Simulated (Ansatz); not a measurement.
## SCF log, Fe

The cell (2 atoms) is Fe as a measured crystal structure (space group Fm-3m, primitive cell doubled). Source: COD entry 7204807; it may be a high-temperature, high-pressure or metastable form.

The calculation used Ansatz development build ahead of 0.2.0, DFT, PBEsol, PAW, plane waves, scalar-relativistic.

Input:

```yaml
crystal:
  lattice:
    - [-1.81133, -1.81133, -3.62266]
    - [1.81133, -1.81133, 0.0]
    - [-1.81133, -1.81133, 0.0]
  atoms:
    - { symbol: Fe, position: [0.0, 0.0, 0.0] }
    - { symbol: Fe, position: [0.5, 0.5, 0.0] }
hamiltonian:
  xc: pbesol
  pseudopotentials: { kind: paw }
basis:
  ecutwfc: 420
kpoints:
  mp_grid: { grid: [8, 10, 13] }
scf:
  occupations: { method: gaussian, width: 0.1 }
  lower_state_search: "off"
output:
  forces: true
  stress: true
magnetization:
  spin_polarized: true
```

Program output, abridged:

```
Warning: crystal.symmetry: narrowed to the stabiliser of the k-point mesh — unitary ops 32 → 8; excluded 24 operations that carry a point of the 8×10×13 mesh (shift [0, 0, 0]) off the mesh (the run samples exactly the mesh kpoints.mp_grid names, as under crystal.symmetry.detect: false, and its converged state has the mesh's symmetry, not the crystal's; [...]
band count auto-derived: 24 (N_el = 32.0; filled up to band 16; 20 by the electrons, moments and atoms)
Pseudopotentials: kind: paw
Pseudopotential: Fe, paw, valence charge 16, recommended cutoff 420 eV (normal), Fe.paw.azcp
Functional definition: PBEsol
Crystal: 2 atoms, lattice volume = 23.771 Å³
Basis set: ecut = 420 eV, 481 PW (Γ), exchange–correlation on 60×36×36 points (8 copies of the dense FFT grid, shifted against one another)
Bands: 24, of which v1, the nominal top of the filled ones, is band 16 counted from 1 (15 counted from 0)
Symmetry: 8 space group operations
k-points: 318 of 1040
Non-local potential: Fe, projectors of the file, l = 0: 3, l = 1: 2, l = 2: 3, l = 3: 1
PAW frozen core: Fe, regenerated for the run's functional, and the local potential with it (the file was generated under x = pbe(κ = 0.804, μ = 0.2195149727645171), c = pbe(β = 0.06672455060314922))
Initial density: superposition of atomic densities (chi_scale 0.1, normalization cell)
Initial wavefunctions: pseudopotential atomic-orbital guess
Functional: x = pbesol(κ = 0.804, μ = 0.12345679012345678), c = pbesol(β = 0.046)
SCF iter   1: F=—  HF=-8897.463889 eV  |F-HF|=—  |Δ(HF+E_count)|=         —  Δρ=5.85e-2 (↑5.85e-2 ↓5.85e-2)  dr2=2.00e0  dr2_m=0.00e0  M=0.000 μB ∫|m|=0.000 μB  β_m=0.30  ethr=3.10e-3  ⟨swp⟩=4.5  Hψ=27665  notcnv=0  defer=85
preconditioner: auto → none  [metal: Δε(μ)=0.002 eV  Ē_g=9.304 eV  σ=0.100 eV  W_gap=0.01  n_scr=6 (ndim 8)  ℏωp=30.5 eV  f_vac=0.000  D(μ)=4.24/eV (n_scr^D=66)  sad-step TF]
SCF iter   2: F=—  HF=-8893.486906 eV  |F-HF|=—  |Δ(HF+E_count)|=    3.98e0  Δρ=3.12e-1 (↑3.12e-1 ↓3.10e-1)  dr2=1.40e-2  dr2_m=2.11e1  M=5.547 μB ∫|m|=5.547 μB  ethr=3.10e-3  ⟨swp⟩=2.9  Hψ=14005  notcnv=0  defer=702
Mixer restart at iter 2: flushing history
SCF iter   3: F=—  HF=-8897.263293 eV  |F-HF|=—  |Δ(HF+E_count)|=         —  Δρ=2.18e-2 (↑2.18e-2 ↓1.97e-2)  dr2=2.01e-2  dr2_m=7.51e-2  M=5.163 μB ∫|m|=5.217 μB  β_m=0.30  ethr=4.37e-5  ⟨swp⟩=4.1  Hψ=40748  notcnv=0  defer=1124
SCF iter   4: F=—  HF=-8897.252608 eV  |F-HF|=—  |Δ(HF+E_count)|=   1.07e-2  Δρ=1.94e-2 (↑1.10e-2 ↓1.94e-2)  dr2=2.52e-2  dr2_m=4.14e-2  M=5.136 μB ∫|m|=5.212 μB  β_m=0.51  ethr=4.37e-5  ⟨swp⟩=2.2  Hψ=33057  notcnv=0  defer=1496
SCF iter   5: F=—  HF=-8897.286846 eV  |F-HF|=—  |Δ(HF+E_count)|=   3.42e-2  Δρ=2.09e-2 (↑2.09e-2 ↓3.14e-3)  dr2=7.23e-2  dr2_m=2.15e-2  M=5.141 μB ∫|m|=5.263 μB  β_m=0.42  ethr=4.37e-5  ⟨swp⟩=2.0  Hψ=27531  notcnv=0  defer=1496
SCF iter   6: F=—  HF=-8897.278933 eV  |F-HF|=—  |Δ(HF+E_count)|=   7.91e-3  Δρ=6.44e-3 (↑6.44e-3 ↓2.85e-3)  dr2=2.19e-3  dr2_m=4.69e-3  M=5.122 μB ∫|m|=5.275 μB  β_m=0.71  ethr=4.37e-5  ⟨swp⟩=2.0  Hψ=28377  notcnv=0  defer=1496
SCF iter   7: F=—  HF=-8897.280632 eV  |F-HF|=—  |Δ(HF+E_count)|=   1.70e-3  Δρ=8.64e-4 (↑8.24e-4 ↓8.64e-4)  dr2=3.15e-4  dr2_m=4.75e-5  M=5.138 μB ∫|m|=5.318 μB  β_m=0.86  ethr=6.84e-6  ⟨swp⟩=2.4  Hψ=22015  notcnv=0  defer=1492
SCF iter   8: F=—  HF=-8897.280713 eV  |F-HF|=—  |Δ(HF+E_count)|=   8.09e-5  Δρ=3.25e-4 (↑2.78e-4 ↓3.25e-4)  dr2=3.84e-5  dr2_m=5.91e-6  M=5.143 μB ∫|m|=5.320 μB  β_m=0.93  ethr=9.83e-7  ⟨swp⟩=1.5  Hψ=15346  notcnv=0  defer=1492
SCF iter   9: F=—  HF=-8897.280715 eV  |F-HF|=—  |Δ(HF+E_count)|=   2.13e-6  Δρ=3.00e-5 (↑3.00e-5 ↓2.66e-5)  dr2=9.15e-8  dr2_m=1.08e-7  M=5.145 μB ∫|m|=5.322 μB  β_m=0.94  ethr=1.20e-7  ⟨swp⟩=2.3  Hψ=18487  notcnv=0  defer=1492
iter 10 met the thresholds in force, and the SCF goes on: an eigenvalue changes by 0.72 meV, over its tolerance of 0.50 meV (output.eigenvalues, Limitations)
SCF iter  10: F=-8897.280716 eV  HF=-8897.280716 eV  |F-HF|=3.36e-8  |Δ(HF+E_count)|=   2.23e-7  Δρ=1.58e-5 (↑7.95e-6 ↓1.58e-5)  dr2=5.24e-8  dr2_m=7.22e-9  M=5.146 μB ∫|m|=5.322 μB  β_m=0.87  ethr=2.86e-10  ⟨swp⟩=4.1  Hψ=45209  notcnv=0
SCF iter  11: F=-8897.280716 eV  HF=-8897.280716 eV  |F-HF|=4.98e-10  |Δ(HF+E_count)|=   7.57e-9  Δρ=2.40e-6 (↑2.40e-6 ↓1.74e-6)  dr2=1.31e-9  dr2_m=3.74e-10  M=5.146 μB ∫|m|=5.322 μB  ethr=1.64e-10  ⟨swp⟩=2.1  Hψ=44412  notcnv=0
SCF 1 converged in 11 iterations: F = -8897.280716 eV  dr2 = 1.31e-9
  greatest PAW one-centre occupation: 1.002 electrons in one spin orbital (limit 2), on the Fe atom at site 1 (counted from 0), in its partial waves of l = 1
SCF converged after 11 iterations
an eigenvalue changed by more than its tolerance at an iteration that met the thresholds in force, so the SCF went on 1 time: the last check found none over its tolerance
Magnetization: 5.1456 μB (18.5728 up, 13.4272 down)
Absolute magnetization: 5.3216 μB (∫|ρ↑−ρ↓|, with the PAW one-centre terms)
Spin contamination: 0.0779 ħ² per cell (⟨S²⟩ above its minimum at these occupations)
Per-site moments (μB) at R_I (Å): [(2.6034, 1.0566), (2.6034, 1.0566)]
Free energy (F): -8897.280716 eV
Harris-Foulkes:  -8897.280716 eV  (|F-HF|=4.98e-10)
Internal energy: -8897.268808 eV  (E = F + TS)
E sigma→0 (E₀):  -8897.274762 eV
Entropy (-TS):   -0.011907 eV (-5.954 meV/atom)
Fermi energy:    17.545665 eV
--- Per-component energies (eV) ---
  E_band       = -452.379573
  E_kinetic    = 697.975452
  E_local      = -4242.831231  (includes V_loc(G=0)·N_el)
  E_nonlocal   = 443.419898
  E_hartree    = 1773.919014
  E_xc         = -232.967810
  E_vxc        = -301.170079  (∫ρ·V_xc dr)
  E_paw        = -2671.727304  (= ΣΔE_a)
  E_vpaw       = -597.610417  (= ΣTr[D̂ρ^β])
  E_aug_tail   = 0.001740  (compensation charges beyond the density's cutoff)
  E_ewald      = -4665.416970
  E_core_change = 0.358403  (= ΣΔE_core)
  E_smearing   = -0.011907  (= −TS)
  E_closure    = -0.000000  (closes the sum)
  Σ components = -8897.280716   (vs F -8897.280716, Δ=0.00e0)
--- Forces (eV/Å), atoms counted from 1 ---
  atom   1  Fe     0.00000000    -0.00000000     0.00000000
  atom   2  Fe    -0.00000000    -0.00000000    -0.00000000
  max |Σ_I F_I| component: 8.05e-29 eV/Å
--- Stress (GPa, compression-positive) ---
       -6.258462      -0.196178      -0.077059
       -0.196178      -6.258462      -0.077059
       -0.077066      -0.077066      -6.727874
  P = ⅓ Tr σ = -6.4149 GPa (-64.149 kbar)
```

Among 13 converged runs of this cell from various starts and settings, this end is the lowest found.

The mesh has less symmetry than the lattice, which lowers the symmetry of the run. No moments are typed, so the program seeds parallel moments of its own.

The run took 14 s on 2 threads of Arm Neoverse V1, with other jobs on the host, peak memory 0.51 GiB.
